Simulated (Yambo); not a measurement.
# BAs (F-43m) in Yambo: a series of runs

The runs below take BAs through optical spectrum, optical spectrum by the Bethe-Salpeter equation, energy-loss spectrum, with PBE.

Everything below comes from runs of Yambo 5.3.0. Logs are shortened: lines on timing, memory, paths and dates and some standing lists are left out, and cuts for length are marked.

### 1 Starting point

The structure is cubic, space group F-43m (No. 216). Conventional cell: a = 4.777 Å, b = 4.777 Å, c = 4.777 Å, α = 90.00°, β = 90.00°, γ = 90.00°. As (site symmetry -43m) is surrounded by 4 B at 2.07 Å. B (site symmetry -43m) is surrounded by 4 As at 2.07 Å.

### 2 Optical spectrum, PBE

optics8.in

```
optics
chi
Chimod= "HARTREE"
% BndsRnXd
 1 | 28 |
%
NGsBlkXd= 1 Ry
% LongDrXd
 0 | 0 | 1 |
%
% QpntsRXd
 1 | 1 |
%
% EnRngeXd
 0 | 10 | eV
%
% DmRngeXd
 0.1 | 0.1 | eV
%
ETStpsXd= 150
% XfnQP_E
 0.8 | 1.0 | 1.0 |
%
```

scf.in

```
&CONTROL
  calculation = 'scf'
  prefix = 'pwscf'
  outdir = './tmp'
  pseudo_dir = './pseudo'
/
&SYSTEM
  ibrav = 0
  A = 3.37784909
  nat = 2
  ntyp = 2
  ecutwfc = 104
  nbnd = 20
  occupations = 'smearing'
  smearing = 'fd'
  degauss = 0.00367493
  force_symmorphic = .true.
/
&ELECTRONS
  conv_thr = 4d-10
  electron_maxstep = 120
  mixing_beta = 0.5
/
ATOMIC_SPECIES
As    74.9216 As.upf
B     10.8100 B.upf
CELL_PARAMETERS alat
   0.0000000000    0.7071067820    0.7071067820
   0.7071067820    0.0000000000    0.7071067820
   0.7071067820    0.7071067820    0.0000000000
ATOMIC_POSITIONS alat
As     1.0606601730    1.0606601730    1.0606601730
B      0.0000000000    0.0000000000    0.0000000000
K_POINTS automatic
4 4 4 0 0 0
```

nscf.in

```
&CONTROL
  calculation = 'nscf'
  prefix = 'pwscf'
  outdir = './tmp'
  pseudo_dir = './pseudo'
/
&SYSTEM
  ibrav = 0
  A = 3.37784909
  nat = 2
  ntyp = 2
  ecutwfc = 104
  nbnd = 133
  occupations = 'fixed'
  force_symmorphic = .true.
/
&ELECTRONS
  conv_thr = 1d-08
  diago_full_acc = .true.
  diago_thr_init = 1d-06
/
ATOMIC_SPECIES
As    74.9216 As.upf
B     10.8100 B.upf
CELL_PARAMETERS alat
   0.0000000000    0.7071067820    0.7071067820
   0.7071067820    0.0000000000    0.7071067820
   0.7071067820    0.7071067820    0.0000000000
ATOMIC_POSITIONS alat
As     1.0606601730    1.0606601730    1.0606601730
B      0.0000000000    0.0000000000    0.0000000000
K_POINTS automatic
4 4 4 0 0 0
```

Potentials or basis: PseudoDojo 0.4 SR PBE stringent.

The run is started by

```bash
$ OMP_NUM_THREADS=1 pw.x -in scf.in > scf.out
$ OMP_NUM_THREADS=1 pw.x -in nscf.in > nscf.out
$ cd tmp/pwscf.save; p2y; mv SAVE ../..; cd ../..
$ OMP_NUM_THREADS=1 yambo
$ OMP_NUM_THREADS=1 yambo -F optics8.in -J optics8 -C optics8_out
```

Yambo's report:

```text
[... sections 02.01 to 02.04 as in the set-up run ...]

  [02.05] Energies & Occupations
  ==============================

  [X] === General ===
  [X] Electronic Temperature                        :  0.000000  0.000000 [eV K]
  [X] Bosonic    Temperature                        :  0.000000  0.000000 [eV K]
  [X] Finite Temperature mode                       : no
  [X] El. density                                   :  0.95404E+24 [cm-3]
  [X] Fermi Level                                   :  12.20293 [eV]

  [X] === Gaps and Widths ===
  [X] Conduction Band Min                           :  1.434106 [eV]
  [X] Valence Band Max                              :  0.000000 [eV]
  [X] Filled Bands                                  :  13
  [X] Empty Bands                                   :   14  133
  [X] Direct Gap                                    :  3.272701 [eV]
  [X] Direct Gap localized at k                     :  1
  [X] Indirect Gap                                  :  1.434106 [eV]
  [X] Indirect Gap between kpts                     :   1   7
  [X] Last valence band width                       :  5.197060 [eV]
  [X] 1st conduction band width                     :  3.830625 [eV]

 [03] Transferred momenta grid and indexing
 ==========================================

 IBZ Q-points                                      :   8
 BZ  Q-points                                      :   64

 K/Q-points units:
 rlu = crystal or reduced units; cc = cartesian coordinates; iku = interal k-units

 Q [1]          [rlu]:  0.000000  0.000000  0.000000
 Q [2]          [rlu]:  0.91802E-17  0.91802E-17  0.25000
 Q [3]          [rlu]:  0.28542E-16 -0.82481E-16 -0.50000
 Q [4]          [rlu]: -0.21953E-16  0.25000      0.25000
 Q [5]          [rlu]: -0.56615E-17  0.25000      0.50000
 Q [6]          [rlu]: -0.26970E-16  0.25000     -0.25000
 Q [7]          [rlu]:  0.43907E-16 -0.50000     -0.50000
 Q [8]          [rlu]:  0.250000 -0.500000 -0.250000

 [WARNING] [Xd] User bands 1-28 break level degeneracy

 [04] External/Internal QP corrections
 =====================================

 [QP_apply] Action to be applied: USER defined scissor

  [04.01]  QP corrections report
  ==============================

  [X+QP] === General ===
  [X+QP] Electronic Temperature                     :  0.000000  0.000000 [eV K]
  [X+QP] Bosonic    Temperature                     :  0.000000  0.000000 [eV K]
  [X+QP] Finite Temperature mode                    : no
  [X+QP] El. density                                :  0.95404E+24 [cm-3]
  [X+QP] Fermi Level                                :  0.000000 [eV]

  [X+QP] === Gaps and Widths ===
  [X+QP] Conduction Band Min                        :  2.234106 [eV]
  [X+QP] Valence Band Max                           :  0.000000 [eV]
  [X+QP] Filled Bands                               :  13
  [X+QP] Empty Bands                                :   14  133
  [X+QP] Direct Gap                                 :  4.072701 [eV]
  [X+QP] Direct Gap localized at k                  :  1
  [X+QP] Indirect Gap                               :  2.234106 [eV]
  [X+QP] Indirect Gap between kpts                  :   1   7
  [X+QP] Last valence band width                    :  5.197060 [eV]
  [X+QP] 1st conduction band width                  :  3.830625 [eV]

  [coarse-grid] Minimum Bare Gap        [ev]:  1.434106
  [coarse-grid] Minimum Gap Correction  [ev]:  0.800000

  Eqp @ K [1]
  -185.4309 -128.8142 -128.8142 -128.8142  -35.8483  -35.8483  -35.8483  -35.8293
   -35.829      -15.409     -0.63032E-10 -0.16794E-10   0.0000       4.0727       4.0727       4.0727
    5.48947  10.39471  13.94074  13.94074  15.23043  15.23043  15.23043  19.76912
   30.61961  30.61961  30.61961  37.63561  37.63561  37.63561  38.17617  38.17617
  Eqp @ K [2]
  -185.4309 -128.8142 -128.8142 -128.8142  -35.8467  -35.8449  -35.8449  -35.8285
  -35.82853 -14.40797  -4.93938  -1.15094  -1.15094   3.86966   5.45404   5.45404
    8.71250  12.11147  12.12925  12.12925  15.52445  21.03908  21.03908  24.44042
   25.75353  25.75353  26.58432  33.41646  33.41646  39.04931  39.24813  39.24813
  Eqp @ K [3]
  -185.4309 -128.8142 -128.8142 -128.8142  -35.8451  -35.8430  -35.8430  -35.8262
  -35.82621 -12.53930  -8.78574  -1.82379  -1.82379   3.49677   5.58698   5.58698
    9.68893  13.53519  15.47680  15.47680  17.10407  18.23252  18.23252  26.48090
   29.37445  29.37445  30.39380  31.76553  31.76553  35.24180  35.70587  35.70587
  Eqp @ K [4]
  -185.4309 -128.8142 -128.8142 -128.8142  -35.8510  -35.8404  -35.8404  -35.8321
  -35.82629 -14.06349  -4.09849  -2.70723  -2.70723   2.45718   5.33201   8.20653
    8.20653  11.11567  14.63312  15.47095  18.22513  18.22513  19.61981  24.55471
   24.55471  26.01953  27.83771  30.10626  35.21454  35.21454  38.46892  39.58687
  Eqp @ K [5]
  -185.4309 -128.8142 -128.8142 -128.8142  -35.8483  -35.8384  -35.8372  -35.8311
  -35.82528 -12.13500  -7.71541  -4.73586  -3.18010   3.19470   6.65902   8.49205
    8.72867  12.84010  15.96176  16.56572  17.94797  19.51583  23.65863  25.25749
   25.43033  28.09156  28.09352  29.40531  31.95303  33.87470  34.31880  36.20546
  Eqp @ K [6]
  -185.4309 -128.8142 -128.8142 -128.8142  -35.8447  -35.8424  -35.8402  -35.8290
  -35.82733 -12.89084  -6.64202  -5.09219  -1.97042   4.31909   6.91894   7.77832
    8.20857  11.25317  12.99194  16.44961  18.28576  19.78902  23.35877  24.68571
   25.02328  28.20691  30.15182  30.41425  32.53277  34.44121  34.98431  36.30332
  Eqp @ K [7]
  -185.4309 -128.8142 -128.8142 -128.8142  -35.8535  -35.8353  -35.8325  -35.8325
  -35.82331 -11.22835  -8.52045  -4.08357  -4.08357   2.23411   2.24496  12.19069
   12.19069  13.68798  18.07954  18.82874  18.82874  19.74694  20.45548  26.12787
   26.12787  27.01121  27.88065  28.04577  28.04577  28.84650  29.52291  38.07617
  Eqp @ K [8]
  -185.4309 -128.8142 -128.8142 -128.8142  -35.8449  -35.8412  -35.8334  -35.8313
  -35.82619 -11.06894  -8.05159  -5.49239  -5.19706   6.06473   6.74449   7.61884
    7.84647  13.14623  16.38359  16.65014  19.72359  23.39833  23.73663  24.68511
   24.84621  26.35821  27.29561  31.19449  31.59947  32.63447  34.07363  36.49835

 [05] Dipoles
 ============

  [05.01] Setup: observables and procedures
  =========================================

  [WF-Oscillators/G space/Transverse up loader] Normalization (few states)  min/max  :  0.19395E-16   1.0000

  [WR./optics8//ndb.dipoles]------------------------------------------------------
   Brillouin Zone Q/K grids (IBZ/BZ)                :    8   64    8   64
   RL vectors                                       :   4015 [WF]
   Fragmentation                                    : yes
   Electronic Temperature                           :  0.000000 [K]
   Bosonic    Temperature                           :  0.000000 [K]
   DIP band range                                   :   1  28
   DIP band range limits                            :  13  14
   DIP e/h energy range                             : -1.000000 -1.000000 [eV]
   RL vectors in the sum                            :   4015
   [r,Vnl] included                                 : yes
   Bands ordered                                    : yes
   Direct v evaluation                              : no
   Approach used                                    : G-space v
   Dipoles computed                                 : R V P [G-space]
   Wavefunctions                                    : Perdew, Burke & Ernzerhof(X)+Perdew, Burke & Ernzerhof(C)

  [WARNING] [r,Vnl^pseudo] included in position and velocity dipoles.

  [WARNING] In case H contains other non local terms, these are neglected

 [06] Optics
 ===========

 [X-CG] R(p) Tot o/o(of R):    930  12480    100
```

It took 46 s on 1 thread of Arm Neoverse V1, shared host; peak memory 0.28 GiB.

Results:

```
Band gap on the k mesh, mean-field level                              : 1.43 eV, indirect (least direct gap 3.27 eV)
Electronic dielectric constant along the field                        : 12.94
Electronic dielectric constant along the field, independent particles : 13.33
```

Dielectric function (along the field direction of the input):
| energy (eV) | real part | imaginary part |
| --- | --- | --- |
| 0.27 | 12.97 | 0.21 |
| 0.47 | 13.03 | 0.21 |
| 0.74 | 13.15 | 0.22 |
| 1.01 | 13.34 | 0.23 |
| 1.21 | 13.52 | 0.24 |
| 1.48 | 13.84 | 0.26 |
| 1.74 | 14.24 | 0.29 |
| 2.01 | 14.74 | 0.32 |
| 2.21 | 15.21 | 0.36 |
| 2.48 | 15.98 | 0.42 |
| 2.75 | 16.97 | 0.52 |
| 2.95 | 17.93 | 0.62 |
| 3.22 | 19.63 | 0.85 |
| 3.49 | 22.21 | 1.35 |
| 3.76 | 26.96 | 3.04 |
| 3.96 | 33.85 | 11.17 |
| 4.23 | 14.60 | 9.22 |
| 4.50 | 26.60 | 4.78 |
| 4.70 | 37.38 | 7.92 |
| 4.97 | 58.92 | 49.12 |
| 5.23 | -3.09 | 47.77 |
| 5.50 | -10.61 | 22.81 |
| 5.70 | 1.62 | 8.93 |
| 5.97 | 22.44 | 10.34 |
| 6.24 | 53.89 | 54.24 |
| 6.44 | -39.36 | 79.72 |
| 6.71 | -46.89 | 34.41 |
| 6.98 | -25.88 | 7.10 |
| 7.25 | -12.01 | 6.40 |
| 7.45 | -15.46 | 18.21 |
| 7.72 | -13.78 | 4.24 |
| 7.99 | -8.53 | 11.06 |
| 8.19 | -15.91 | 4.76 |
| 8.46 | -10.74 | 1.51 |
| 8.72 | -7.47 | 1.60 |
| 8.99 | -8.66 | 2.45 |
| 9.19 | -6.92 | 0.98 |
| 9.46 | -5.47 | 1.78 |
| 9.73 | -4.87 | 1.18 |
| 10.00 | -4.73 | 0.73 |

Caveat: the k mesh is coarse (spacing up to 0.57 Å⁻¹), so the values aren't converged; the scissor is the correction of the direct gap in an earlier G0W0 run on the same states; spectra need much finer meshes, so this one isn't converged; these spectra lack excitons. A k mesh can miss the band edges.

(Part 1 of 2 ends here.)
